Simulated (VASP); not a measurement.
# GaP in VASP: work function with LDA

Aim: the work function of GaP with LDA.

Program: VASP 6.6.1. These are calculated values, not measurements. Logs are shortened: lines on timing, memory, paths and dates and some standing lists are left out, and cuts for length are marked.

## Step 1: Starting point

The cell holds a slab with vacuum, 6 atoms: a = 5.450 Å, b = 3.854 Å, c = 13.854 Å, α = 90.00°, β = 90.00°, γ = 90.00°.

## Step 2: Work function, LDA

Input file INCAR:

```
  PREC = Accurate
  ENCUT = 300
  EDIFF = 1E-6
  ISMEAR = 0
  SIGMA = 0.05
  LREAL = False
  LASPH = True
  NELM = 80
  ALGO = Normal
  ISIF = 2
  LWAVE = False
  LCHARG = True
  LDIPOL = True
  IDIPOL = 3
  DIPOL = 0.5 0.5 0.500
  GGA = CA
  LVHAR = True
  LVACPOTAV = True
  KPAR = 2
```

Input file KPOINTS:

```
regular mesh
0
Gamma
  4 4 1
```

Input file POSCAR:

```
GaP
1.0
    5.4505000000      0.0000000000      0.0000000000
    0.0000000000      3.8540855110      0.0000000000
    0.0000000000      0.0000000000     13.8540855107
Ga P
3 3
Direct
    0.5000000000      0.5000000000      0.3609043698
    0.0000000000      1.0000000000      0.5000000000
    0.5000000000      0.5000000000      0.6390956302
    0.7500000000      0.0000000000      0.3609043698
    0.2500000000      0.5000000000      0.5000000000
    0.7500000000      0.0000000000      0.6390956302
```

Potentials or basis: VASP PAW LDA potentials, release 64 (Ga_d, P).

Started as:

```sh
cat potpaw_LDA.64/Ga_d/POTCAR potpaw_LDA.64/P/POTCAR > POTCAR
mpirun -np 2 vasp_std > vasp.out
```

OUTCAR:

```text
PREC = Accurate
   ENCUT = 300
   EDIFF = 1E-6
   ISMEAR = 0
   LREAL = False
   LASPH = True
   NELM = 80
   ISIF = 2
   GGA = CA

 ion  position               nearest neighbor table
   1  0.500  0.500  0.361-   5 2.36   4 2.36   4 2.36
   2  0.000  0.000  0.500-   4 2.36   6 2.36   5 2.36   5 2.36
   3  0.500  0.500  0.639-   5 2.36   6 2.36   6 2.36
   4  0.750  0.000  0.361-   2 2.36   1 2.36   1 2.36
   5  0.250  0.500  0.500-   1 2.36   3 2.36   2 2.36   2 2.36
   6  0.750  0.000  0.639-   2 2.36   3 2.36   3 2.36

  LATTYP: Found a simple orthorhombic cell.
 ALAT       =     3.8540855110
 B/A-ratio  =     1.4142135623
 C/A-ratio  =     3.5946492290

  Lattice vectors:

 A1 = (   0.0000000000,  -3.8540855110,   0.0000000000)
 A2 = (   5.4505000000,   0.0000000000,   0.0000000000)
 A3 = (   0.0000000000,   0.0000000000,  13.8540855107)

Analysis of symmetry for initial positions (statically):
=====================================================================
 Subroutine PRICEL returns:
 Original cell was already a primitive cell.

 Routine SETGRP: Setting up the symmetry group for a
 simple orthorhombic supercell.

 Subroutine GETGRP returns: Found  4 space group operations
 (whereof  4 operations were pure point group operations)
 out of a pool of  8 trial point group operations.

The static configuration has the point symmetry C_2v.

Analysis of symmetry for dynamics (positions and initial velocities):
=====================================================================
 Subroutine PRICEL returns:
 Original cell was already a primitive cell.

 Routine SETGRP: Setting up the symmetry group for a
 simple orthorhombic supercell.

 Subroutine GETGRP returns: Found  4 space group operations
 (whereof  4 operations were pure point group operations)
 out of a pool of  8 trial point group operations.

The dynamic configuration has the point symmetry C_2v.

 Subroutine INISYM returns: Found  4 space group operations
 (whereof  4 operations are pure point group operations),
 and found     1 'primitive' translations

----------------------------------------------------------------------------------------

                                     Primitive cell

  volume of cell :     291.0285

  direct lattice vectors                    reciprocal lattice vectors
     5.450500000  0.000000000  0.000000000     0.183469406  0.000000000  0.000000000
     0.000000000  3.854085511  0.000000000     0.000000000  0.259464923  0.000000000
     0.000000000  0.000000000 13.854085511     0.000000000  0.000000000  0.072180874

  length of vectors
     5.450500000  3.854085511 13.854085511     0.183469406  0.259464923  0.072180874

  position of ions in fractional coordinates (direct lattice)
     0.500000000  0.500000000  0.360904370
     0.000000000  0.000000000  0.500000000
     0.500000000  0.500000000  0.639095630
     0.750000000  0.000000000  0.360904370
     0.250000000  0.500000000  0.500000000
     0.750000000  0.000000000  0.639095630

  ion indices of the primitive-cell ions
   primitive index   ion index
                 1           1
                 2           2
                 3           3
                 4           4
                 5           5
                 6           6

----------------------------------------------------------------------------------------

 KPOINTS: regular mesh

Automatic generation of k-mesh.
 Grid dimensions read from file:
 generate k-points for:    4    4    1

 Generating k-lattice:

  Cartesian coordinates                     Fractional coordinates (reciprocal lattice)
     0.045867352  0.000000000  0.000000000     0.250000000  0.000000000  0.000000000
     0.000000000  0.064866231  0.000000000     0.000000000  0.250000000  0.000000000
     0.000000000  0.000000000  0.072180874     0.000000000  0.000000000  1.000000000

  Length of vectors
     0.045867352  0.064866231  0.072180874

  Shift w.r.t. Gamma in fractional coordinates (k-lattice)
     0.000000000  0.000000000  0.000000000

 Subroutine IBZKPT returns following result:
 ===========================================

 Found      9 irreducible k-points:

 Following reciprocal coordinates:
            Coordinates               Weight
  0.000000  0.000000  0.000000      1.000000
  0.250000  0.000000  0.000000      2.000000
  0.500000  0.000000  0.000000      1.000000
  0.000000  0.250000  0.000000      2.000000
  0.250000  0.250000  0.000000      4.000000
  0.500000  0.250000  0.000000      2.000000
  0.000000  0.500000  0.000000      1.000000
  0.250000  0.500000  0.000000      2.000000
  0.500000  0.500000  0.000000      1.000000
   k-points           NKPTS =      9   k-points in BZ     NKDIM =      9   number of bands    NBANDS=     32
   number of dos      NEDOS =    301   number of ions     NIONS =      6
   total plane-waves  NPLWV =  61440
   dimension x,y,z NGX =    32 NGY =   24 NGZ =   80
   dimension x,y,z NGXF=    64 NGYF=   48 NGZF=  160
   ions per type =               3   3
   NGX,Y,Z   is equivalent  to a cutoff of   9.76, 10.35,  9.60 a.u.
   NGXF,Y,Z  is equivalent  to a cutoff of  19.52, 20.70, 19.20 a.u.
 SYSTEM =  unknown system
   PREC   = accura    normal or accurate (medium, high low for compatibility)
   ISTART =      0    job   : 0-new  1-cont  2-samecut
   ICHARG =      2    charge: 1-file 2-atom 10-const
   ISPIN  =      1    spin polarized calculation?
   LNONCOLLINEAR =      F non collinear calculations
   LSORBIT =      F    spin-orbit coupling
   LASPH  =      T    aspherical Exc in radial PAW
   ENCUT  =  300.0 eV  22.05 Ry    4.70 a.u.   7.70  5.44 19.57*2*pi/ulx,y,z
   NELM   =     80;   NELMIN=  2; NELMDL= -5     # of ELM steps
   EDIFF  = 0.1E-05   stopping-criterion for ELM
   LREAL  =      F    real-space projection
   EDIFFG = 0.1E-04   stopping-criterion for IOM
   NSW    =      0    number of steps for IOM
   IBRION =     -1    ionic relax: 0-MD 1-quasi-New 2-CG
   NFREE  =      0    steps in history (QN), initial steepest desc. (CG)
   ISIF   =      2    stress and relaxation
   ISYM   =      2    0-nonsym 1-usesym 2-fastsym
   POTIM  = 0.5000    time-step for ionic-motion
   TEBEG  =    0.0;   TEEND  =   0.0 temperature during run
   PSTRESS=    0.0 pullay stress
   NELECT =      54.0000    total number of electrons
   NUPDOWN=      -1.0000    fix difference up-down
   EMIN   =  10.00;   EMAX   =-10.00  energy-range for DOS
   EFERMI =   0.00;   METHOD = LEGACY
   ISMEAR =     0;   SIGMA  =   0.05  broadening in eV -4-tet -1-fermi 0-gaus
   EFERMI_NEDOS =   21; number of points for ismear=-14 and -15
   IALGO  =     38    algorithm
   IMIX   =      4    mixing-type and parameters
     AMIX     =   0.40;   BMIX     =  1.00
     AMIX_MAG =   1.60;   BMIX_MAG =  1.00
  volume/ion in A,a.u.               =      48.50       327.33
  Fermi-wavevector in a.u.,A,eV,Ry     =   0.933743  1.764519 11.862604  0.871877
  Thomas-Fermi vector in A             =   2.060477
   LORBIT       =      0    0 simple, 1 ext, 2 COOP (PROOUT), +10 PAW based schemes
   GGA     = CA    functional components
   LHFCALC =     F    Hartree Fock is set to
   AEXX    =    0.0000 exact exchange contribution
   IVDW    =     0    specifies the selected vdW correction
   LEPSILON=     F    determine dielectric tensor
   LRPA    =     F    only Hartree local field effects (RPA)
 non-spin polarized calculation
 Gauss-broadening in eV      SIGMA  =   0.05
  energy-cutoff  :      300.00
  volume of cell :      291.03
 maximum number of plane-waves:      3479
 NGX is ok and might be reduce to    32
   NGX = 15   NGY = 11   NGZ = 39

 number of electron      53.9999974 magnetization

 dipolmoment           0.000000      0.000000     -0.000000 electrons x Angstroem

 Free energy of the ion-electron system (eV)
  ---------------------------------------------------
  ext. energy  EPLUGINS =         0.00000000
  ---------------------------------------------------
  free energy    TOTEN  =       -27.20510470 eV

  energy without entropy =      -27.19539813  energy(sigma->0) =      -27.20025142

 E-fermi :  -1.0314     XC(G=0):  -5.3877

 val. band max:       -1.0413736740   @ k =   0.2500   0.5000   0.0000
 cond. band min:      -1.0129356450   @ k =   0.2500   0.5000   0.0000
 fundamental gap:      0.0284380289
 Fermi energy:        -1.0313505463

 k-point     1 :       0.0000    0.0000    0.0000
  band No.  band energies     occupation
      1     -16.0520      2.00000
      2     -16.0010      2.00000
      3     -15.9930      2.00000
      4     -15.9896      2.00000
      5     -15.9407      2.00000
      6     -15.9368      2.00000
[... 24 lines left out ...]
     31       2.0653      0.00000
     32       2.1880      0.00000

 k-point     2 :       0.2500    0.0000    0.0000
  band No.  band energies     occupation
      1     -16.0498      2.00000
      2     -16.0029      2.00000
      3     -15.9966      2.00000
      4     -15.9852      2.00000
      5     -15.9400      2.00000
      6     -15.9375      2.00000
[... 24 lines left out ...]
     31       1.7024      0.00000
     32       2.0624      0.00000

 k-point     3 :       0.5000    0.0000    0.0000
  band No.  band energies     occupation
      1     -16.0475      2.00000
      2     -16.0048      2.00000
      3     -15.9983      2.00000
      4     -15.9826      2.00000
      5     -15.9391      2.00000
      6     -15.9382      2.00000
[... 24 lines left out ...]
     31       1.8206      0.00000
     32       2.0171      0.00000

 k-point     4 :       0.0000    0.2500    0.0000
  band No.  band energies     occupation
      1     -16.0523      2.00000
      2     -15.9959      2.00000
      3     -15.9954      2.00000
      4     -15.9851      2.00000
      5     -15.9610      2.00000
      6     -15.9558      2.00000
[... 129 lines left out ...]
     31       2.0659      0.00000
     32       2.1506      0.00000

 k-point     8 :       0.2500    0.5000    0.0000
  band No.  band energies     occupation
      1     -16.0516      2.00000
      2     -16.0029      2.00000
      3     -15.9927      2.00000
      4     -15.9829      2.00000
      5     -15.9775      2.00000
      6     -15.9594      2.00000
[... 24 lines left out ...]
     31       2.1133      0.00000
     32       2.2945      0.00000

 k-point     9 :       0.5000    0.5000    0.0000
  band No.  band energies     occupation
      1     -16.0472      2.00000
      2     -15.9992      2.00000
      3     -15.9942      2.00000
      4     -15.9839      2.00000
      5     -15.9770      2.00000
      6     -15.9588      2.00000
[... 24 lines left out ...]
     31       3.1136      0.00000
     32       3.4035      0.00000

------------------------ aborting loop because EDIFF is reached ----------------------------------------

  FORCE on cell =-STRESS in cart. coord.  units (eV):
  Direction    XX          YY          ZZ          XY          YZ          ZX
  --------------------------------------------------------------------------------------
  -------------------------------------------------------------------------------------
  Total       -5.1416150     -4.0648102     -0.0206000      0.0000000      0.0000000      0.0000000
  in kB      -28.3057447    -22.3776926     -0.1134074      0.0000000      0.0000000      0.0000000
  external PRESSURE =     -16.9322815 kB  Pullay stress =       0.0000000 kB

 VOLUME and BASIS-vectors are now :
 -----------------------------------------------------------------------------
  energy-cutoff  :      300.00
  volume of cell :      291.03
      direct lattice vectors                 reciprocal lattice vectors
     5.450500000  0.000000000  0.000000000     0.183469406  0.000000000  0.000000000
     0.000000000  3.854085511  0.000000000     0.000000000  0.259464923  0.000000000
     0.000000000  0.000000000 13.854085511     0.000000000  0.000000000  0.072180874

 POSITION                                       TOTAL-FORCE (eV/Angst)
 -----------------------------------------------------------------------------------
      2.72525      1.92704      5.00000         1.377264      0.000000      1.040624
      0.00000      0.00000      6.92704        -0.560045      0.000000      0.000000
      2.72525      1.92704      8.85409         1.377264      0.000000     -1.040624
      4.08788      0.00000      5.00000        -0.654099      0.000000     -1.069652
      1.36262      1.92704      6.92704        -0.886284      0.000000      0.000000
      4.08788      0.00000      8.85409        -0.654099      0.000000      1.069652
 -----------------------------------------------------------------------------------
    total drift:                               -0.000285     -0.000000     -0.000000

  FREE ENERGIE OF THE ION-ELECTRON SYSTEM (eV)
  ---------------------------------------------------
  free  energy   TOTEN  =       -27.2051047034 eV

  energy  without entropy=      -27.1953981333  energy(sigma->0) =      -27.20025142

 vacuum level on the upper side and lower side of the slab         4.046         4.046
```

It took 24 s on 2 MPI ranks of Intel Xeon Platinum 8488C (Sapphire Rapids), shared host; peak memory 0.19 GiB.

What came out:

```
Free energy                            : -27.2051 eV
Largest force                          : 1.726 eV/Å
Band gap on the k mesh                 : 0.03 eV, direct
Ionisation potential of the upper face : 5.09 eV
```

Forces on the atoms (eV/Å):
```
Ga   1.377  0.000  1.041
Ga  -0.560  0.000  0.000
Ga   1.377  0.000 -1.041
P   -0.654  0.000 -1.070
P   -0.886  0.000  0.000
P   -0.654  0.000  1.070
```

Caveat: the cutoff is under 1.25 times the usual one of these potentials, so pressure, stress and relaxed cells hold a basis-set (Pulay) error. Expect the measured gap to be larger: semilocal functionals such as LDA lack the derivative discontinuity.
